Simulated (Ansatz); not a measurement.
**Phases of AlNi at 83 GPa**

Structure types of AlNi are relaxed in primitive cells with their symmetry kept at 83 GPa, on PAW files; LAPW relaxes the small cells further and takes the PAW cell for the others (marked *). The enthalpy is E + pV at zero temperature, without zero-point motion. Only the types listed were tried, and differences under about 5 meV/atom are mesh noise. The real phase may be another.

Computed with Ansatz 0.2.0; functional PBE, scalar-relativistic. Settings: Fermi–Dirac smearing of 0.05 eV, no spin polarisation. Methods: LAPW: all electrons, basis error target 0.5 meV/atom; PAW: frozen-core files, cutoff 420 eV.

k meshes: rocksalt 15×15×15, CsCl 15×15×15, WC 16×16×14, NiAs 12×12×7, zincblende 13×13×13.

Spin polarisation is left out, though a magnetic state may lie lower.

Problem. Which type is lowest in enthalpy, and by how much?

Solution. CsCl, 329 meV/atom below distorted WC. The whole table:

```csv
start type,ends as,"a, b, c (Å)",V (Å³/atom),"H − H(lowest), LAPW (meV/atom)","same, PAW"
rocksalt,"rocksalt, Fm-3m","4.315, 4.315, 4.315",10.04,1317.4,1316.7
CsCl,"CsCl, Pm-3m","2.632, 2.632, 2.632",9.11,0.0,0.0
WC,"distorted WC, P-6m2","2.460, 2.460, 3.550",9.30,328.8,330.9
NiAs*,"distorted NiAs, P6_3/mmc","2.461, 2.461, 7.110",9.33,343.0,345.0
zincblende,"zincblende, F-43m","4.568, 4.568, 4.568",11.92,3243.6,3244.1
```

Problem. Split the lead of CsCl over distorted WC into energy and pV.

Solution. For distorted WC less CsCl: ΔE = +229.8 meV/atom, and p·ΔV = 83 GPa × +0.1912 Å³ × 6.242 meV/(GPa·Å³) = +99.1 meV/atom, together 328.9 meV/atom. CsCl wins on both counts.
